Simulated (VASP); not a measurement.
Input of a VASP 6.6.1 run:

File INCAR:

```
PREC = Accurate
ENCUT = 520
EDIFF = 1E-7
ISMEAR = -1
SIGMA = 0.05
LREAL = False
LASPH = True
NELM = 100
ALGO = Normal
ISIF = 2
LWAVE = False
LCHARG = True
ISPIN = 2
MAGMOM = 1
LORBIT = 11
LMAXMIX = 4
GGA = PE
LELF = True
LVHAR = True
NBANDS = 15
```

File KPOINTS:

```
regular mesh
0
Gamma
  13 13 13
```

Contents of POSCAR:

```
Ni
1.0
   -1.3885280000      1.3631270000      1.4317670000
    1.3310840000     -1.3624370000      1.3736330000
    1.4153010000      1.3892100000     -1.4310770000
Ni
1
Direct
   -0.0207550000     -0.0231330000     -0.0194850000
```

Potentials or basis: VASP PAW PBE potentials, release 64 (Ni).

Command:

```sh
$ cat potpaw_PBE.64/Ni/POTCAR > POTCAR
$ mpirun -np 1 vasp_std > vasp.out
```

**Question.** What does it give for the site moments?

**Answer.** Ni +0.58 μB.

**Question.** What does it give for the pressure?

**Answer.** 8.0 GPa.

**Question.** Estimate the net moment.

**Answer.** 0.57 μB per cell.

Stress tensor (GPa, compression positive):
```
 7.07 -3.10  6.99
-3.10  7.75 -0.45
 6.99 -0.45  9.16
```
